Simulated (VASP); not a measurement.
# TePb (Fm-3m) in VASP: further runs

TePb is run at these levels: PBEsol, LDA, r2SCAN, PBE, HSE06; tasks: relaxation of cell and atoms, single point.

Program: VASP 6.6.1. These are calculated values, not measurements. Logs are shortened: lines on timing, memory, paths and dates and some standing lists are left out, and cuts for length are marked.

**Experimental background.**

A printed reference work, monograph reports, for a bulk crystal of TePb at 4.2 K: band gap 0.19 eV (direct).

How close the calculation comes is told below.

## (1) The cell of the first run

It takes space group Fm-3m (No. 225, cubic). Conventional cell: a = 6.572 Å, b = 6.572 Å, c = 6.572 Å, α = 90.00°, β = 90.00°, γ = 90.00°. Within 4.3 Å of Te (site symmetry m-3m) lie 6 Pb at 3.29 Å. Pb (site symmetry m-3m) has 6 Te at 3.29 Å within 4.3 Å.

## (2) Relaxation of cell and atoms, PBEsol

Input file INCAR:

```
  PREC = Accurate
  ENCUT = 600
  EDIFF = 1E-7
  ISMEAR = -1
  SIGMA = 0.02
  LREAL = False
  LASPH = True
  NELM = 80
  ALGO = Normal
  ISIF = 3
  LWAVE = False
  LCHARG = False
  GGA = PS
  IBRION = 2
  NSW = 80
  EDIFFG = -0.005
```

Input file KPOINTS:

```
Automatic mesh
0
Gamma
  6 6 6
```

Input file POSCAR:

```
TePb
1.0
    0.0000000000      3.2860552879      3.2860552879
    3.2860552879      0.0000000000      3.2860552879
    3.2860552879      3.2860552879      0.0000000000
Te Pb
1 1
Direct
    0.5000000000      0.5000000000      0.5000000000
    0.0000000000      0.0000000000      0.0000000000
```

Potentials or basis: VASP PAW PBE potentials, release 64 (Te, Pb_d).

On the command line:

```sh
$ cat potpaw_PBE.64/Te/POTCAR potpaw_PBE.64/Pb_d/POTCAR > POTCAR
$ mpirun -np 1 vasp_std > vasp.out
```

OUTCAR:

```text
PREC = Accurate
   ENCUT = 600
   EDIFF = 1E-7
   ISMEAR = -1
   LREAL = False
   LASPH = True
   NELM = 80
   ISIF = 3
   GGA = PS
   IBRION = 2
   NSW = 80
   EDIFFG = -0.005

 ion  position               nearest neighbor table
   1  0.500  0.500  0.500-   2 3.29   2 3.29   2 3.29   2 3.29   2 3.29   2 3.29
   2  0.000  0.000  0.000-   1 3.29   1 3.29   1 3.29   1 3.29   1 3.29   1 3.29

  LATTYP: Found a face centered cubic cell.
 ALAT       =     6.5721105758

  Lattice vectors:

 A1 = (   0.0000000000,   3.2860552879,   3.2860552879)
 A2 = (   3.2860552879,   0.0000000000,   3.2860552879)
 A3 = (   3.2860552879,   3.2860552879,   0.0000000000)

Analysis of symmetry for initial positions (statically):
=====================================================================
 Subroutine PRICEL returns:
 Original cell was already a primitive cell.

 Routine SETGRP: Setting up the symmetry group for a
 face centered cubic supercell.

 Subroutine GETGRP returns: Found 48 space group operations
 (whereof 48 operations were pure point group operations)
 out of a pool of 48 trial point group operations.

The static configuration has the point symmetry O_h .

Analysis of symmetry for dynamics (positions and initial velocities):
=====================================================================
 Subroutine PRICEL returns:
 Original cell was already a primitive cell.

 Routine SETGRP: Setting up the symmetry group for a
 face centered cubic supercell.

 Subroutine GETGRP returns: Found 48 space group operations
 (whereof 48 operations were pure point group operations)
 out of a pool of 48 trial point group operations.

The dynamic configuration has the point symmetry O_h .

 Subroutine INISYM returns: Found 48 space group operations
 (whereof 48 operations are pure point group operations),
 and found     1 'primitive' translations

----------------------------------------------------------------------------------------

                                     Primitive cell

  volume of cell :      70.9667

  direct lattice vectors                    reciprocal lattice vectors
     0.000000000  3.286055288  3.286055288    -0.152158122  0.152158122  0.152158122
     3.286055288  0.000000000  3.286055288     0.152158122 -0.152158122  0.152158122
     3.286055288  3.286055288  0.000000000     0.152158122  0.152158122 -0.152158122

  length of vectors
     4.647183955  4.647183955  4.647183955     0.263545597  0.263545597  0.263545597

  position of ions in fractional coordinates (direct lattice)
     0.500000000  0.500000000  0.500000000
     0.000000000  0.000000000  0.000000000
[... 65 lines left out ...]
   LASPH  =      T    aspherical Exc in radial PAW
   ENCUT  =  600.0 eV  44.10 Ry    6.64 a.u.   9.28  9.28  9.28*2*pi/ulx,y,z
   NELM   =     80;   NELMIN=  2; NELMDL= -5     # of ELM steps
   EDIFF  = 0.1E-06   stopping-criterion for ELM
   LREAL  =      F    real-space projection
   EDIFFG = -.5E-02   stopping-criterion for IOM
   NSW    =     80    number of steps for IOM
   IBRION =      2    ionic relax: 0-MD 1-quasi-New 2-CG
   NFREE  =      1    steps in history (QN), initial steepest desc. (CG)
   ISIF   =      3    stress and relaxation
   ISYM   =      2    0-nonsym 1-usesym 2-fastsym
   POTIM  = 0.5000    time-step for ionic-motion
   TEBEG  =    0.0;   TEEND  =   0.0 temperature during run
   PSTRESS=    0.0 pullay stress
   NELECT =      20.0000    total number of electrons
   NUPDOWN=      -1.0000    fix difference up-down
   EMIN   =  10.00;   EMAX   =-10.00  energy-range for DOS
   EFERMI =   0.00;   METHOD = LEGACY
   ISMEAR =    -1;   SIGMA  =   0.02  broadening in eV -4-tet -1-fermi 0-gaus
   EFERMI_NEDOS =   21; number of points for ismear=-14 and -15
   IALGO  =     38    algorithm
   IMIX   =      4    mixing-type and parameters
     AMIX     =   0.40;   BMIX     =  1.00
     AMIX_MAG =   1.60;   BMIX_MAG =  1.00
  volume/ion in A,a.u.               =      35.48       239.45
  Fermi-wavevector in a.u.,A,eV,Ry     =   1.073330  2.028300 15.674421  1.152037
  Thomas-Fermi vector in A             =   2.209126
   LORBIT       =      0    0 simple, 1 ext, 2 COOP (PROOUT), +10 PAW based schemes
   GGA     = PS    functional components
   LHFCALC =     F    Hartree Fock is set to
   AEXX    =    0.0000 exact exchange contribution
   IVDW    =     0    specifies the selected vdW correction
   LEPSILON=     F    determine dielectric tensor
   LRPA    =     F    only Hartree local field effects (RPA)
 conjugate gradient relaxation of ions
 non-spin polarized calculation
  energy-cutoff  :      600.00
  volume of cell :       70.97
 maximum number of plane-waves:      2421
 NGX is ok and might be reduce to    40
   NGX = 19   NGY = 19   NGZ = 19

--------------------------------------- Ionic step        1  -------------------------------------------

 number of electron      20.0000002 magnetization

 Free energy of the ion-electron system (eV)
  ---------------------------------------------------
  ext. energy  EPLUGINS =         0.00000000
  ---------------------------------------------------
  free energy    TOTEN  =        -8.22913184 eV

  energy without entropy =       -8.22913184  energy(sigma->0) =       -8.22913184

------------------------ aborting loop because EDIFF is reached ----------------------------------------

  FORCE on cell =-STRESS in cart. coord.  units (eV):
  Direction    XX          YY          ZZ          XY          YZ          ZX
  --------------------------------------------------------------------------------------
  -------------------------------------------------------------------------------------
  Total       -1.0315780     -1.0315780     -1.0315780      0.0000000      0.0000000      0.0000000
  in kB      -23.2893875    -23.2893875    -23.2893875      0.0000000      0.0000000      0.0000000
  external PRESSURE =     -23.2893875 kB  Pullay stress =       0.0000000 kB
[... 59 lines left out ...]
--------------------------------------- Ionic step        3  -------------------------------------------

 number of electron      19.9999998 magnetization

 Free energy of the ion-electron system (eV)
  ---------------------------------------------------
  ext. energy  EPLUGINS =         0.00000000
  ---------------------------------------------------
  free energy    TOTEN  =        -8.26037630 eV

  energy without entropy =       -8.26037630  energy(sigma->0) =       -8.26037630

 E-fermi :   5.8939     XC(G=0):  -9.5081

 val. band max:        5.5689141757   @ k =   0.5000   0.0000   0.0000
 cond. band min:       6.2193325971   @ k =   0.5000   0.0000   0.0000
 fundamental gap:      0.6504184214
 Fermi energy:         5.8939072209

 k-point     1 :       0.0000    0.0000    0.0000
  band No.  band energies     occupation
      1     -11.0765      2.00000
      2     -11.0765      2.00000
      3     -11.0648      2.00000
      4     -11.0648      2.00000
      5     -11.0648      2.00000
      6      -6.5353      2.00000
      7      -0.0258      2.00000
      8       4.2030      2.00000
      9       4.2030      2.00000
     10       4.2030      2.00000
     11       9.6343      0.00000
     12       9.6343      0.00000
     13       9.6343      0.00000
     14      11.3068      0.00000
[... 282 lines left out ...]
  FREE ENERGIE OF THE ION-ELECTRON SYSTEM (eV)
  ---------------------------------------------------
  free  energy   TOTEN  =        -8.2603762976 eV

  energy  without entropy=       -8.2603762954  energy(sigma->0) =       -8.26037630

 reached required accuracy - stopping structural energy minimisation
```

OSZICAR:

```text
N       E                     dE             d eps       ncg     rms          rms(c)
DAV:   1     0.160452380725E+03    0.16045E+03   -0.10314E+04   448   0.157E+03
DAV:   2     0.338799214002E+01   -0.15706E+03   -0.15433E+03   472   0.352E+02
DAV:   3    -0.807507948496E+01   -0.11463E+02   -0.11375E+02   610   0.994E+01
[... 27 lines left out ...]
DAV:   4    -0.826038134156E+01   -0.21007E-04   -0.53929E-04   448   0.253E-01    0.702E-02
DAV:   5    -0.826037841162E+01    0.29299E-05   -0.13614E-04   512   0.125E-01    0.211E-02
DAV:   6    -0.826037518924E+01    0.32224E-05   -0.13173E-05   580   0.639E-02    0.582E-03
DAV:   7    -0.826037622477E+01   -0.10355E-05   -0.77939E-07   454   0.121E-02    0.962E-04
DAV:   8    -0.826037629763E+01   -0.72855E-07   -0.18337E-08   224   0.179E-03
   3 F= -.82603763E+01 E0= -.82603763E+01  d E =-.312445E-01
```

CONTCAR:

```text
TePb
   1.00000000000000
    -0.0000000000000000    3.2220135740992695    3.2220135740992695
     3.2220135740992695    0.0000000000000000    3.2220135740992695
     3.2220135740992695    3.2220135740992695    0.0000000000000000
  Te              Pb
     1     1
Direct
     0.5000000000000000    0.5000000000000000    0.5000000000000000
     0.0000000000000000    0.0000000000000000    0.0000000000000000

  0.00000000E+00  0.00000000E+00  0.00000000E+00
  0.00000000E+00  0.00000000E+00  0.00000000E+00
```

Run time: 30 s. Hardware: 1 thread of Intel Xeon 6975P-C (Granite Rapids), shared host; peak memory 0.25 GiB.

Results:

```yaml
Free_energy: -8.2604 eV
Relaxed_volume: 33.45 Å³/atom
Relaxed_cell: a = 4.557 Å, b = 4.557 Å, c = 4.557 Å, α = 60.00°, β = 60.00°, γ = 60.00°
Space_group_after_relaxing_to_0.1_Å: Fm-3m (No. 225)
Energy_gained_by_relaxing: 15.6 meV/atom
Ionic_steps: 3
Pressure_after_relaxing: 0.0 GPa
Band_gap_on_the_k_mesh: 0.65 eV
```

Step by step:
```tsv
step	energy change (eV)	largest force (eV/Å)	pressure (GPa)	volume (Å³)
1	0.0000	0.0000	-2.33	70.97
2	-0.0286	0.0000	0.79	65.80
3	-0.0312	0.0000	0.00	66.90
```

Final structure:
```
CELL_PARAMETERS angstrom
0.00000 3.22201 3.22201
3.22201 0.00000 3.22201
3.22201 3.22201 0.00000
ATOMIC_POSITIONS crystal
Te 0.50000 0.50000 0.50000
Pb 0.00000 0.00000 0.00000
```

Caveat: the PAW data sets were made with another functional, which shifts forces and pressure a little; spin-orbit coupling is left out, which moves the levels of the heavy elements. A k mesh can miss the band edges.

(Part 1 of 2 ends here.)
